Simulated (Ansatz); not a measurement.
**Relaxing SnO2**

These are results of DFT PBE, scalar-relativistic, plane waves, PAW in Ansatz 0.2.0, not measurements. Cutoff 420 eV, Γ-centred k mesh, Gaussian smearing, no spin polarisation in the final step.

A relaxed cell is given with its space group left out.

```yaml
crystal:
  lattice:
    - [4.82697, 0.00000, 0.00000]
    - [0.00000, 4.82697, 0.00000]
    - [0.00000, 0.00000, 3.23870]
  atoms:
    - { symbol: Sn, position: [0.50000, 0.50000, 0.50000] }
    - { symbol: Sn, position: [0.00000, 0.00000, 0.00000] }
    - { symbol: O, position: [0.19341, 0.80659, 0.50000] }
    - { symbol: O, position: [0.80659, 0.19341, 0.50000] }
    - { symbol: O, position: [0.30659, 0.30659, 0.00000] }
    - { symbol: O, position: [0.69341, 0.69341, 0.00000] }
```

Energies over the elements count from the elements' standard structures at the same level (O₂ as a molecule), with no empirical corrections.

Problem. What space group does it have?

Solution. P4_2/mnm (No. 136). Conventional cell: a = 4.827 Å, c = 3.239 Å. Sn is coordinated by 6 O at 2.09 Å; around O lie 3 Sn at 2.09 Å.

Problem. How far does it lie from the elements in energy?

Solution. -1.612 eV/atom.

Problem. Is it a metal?

Solution. No, the gap on the 6×6×8 mesh is 0.68 eV.

The final run used a 6×6×8 mesh on its 6-atom cell and 0.02 eV smearing.

Cost: 3 runs of about 0.93 core-minutes in all, on Arm Neoverse V1 (shared hosts).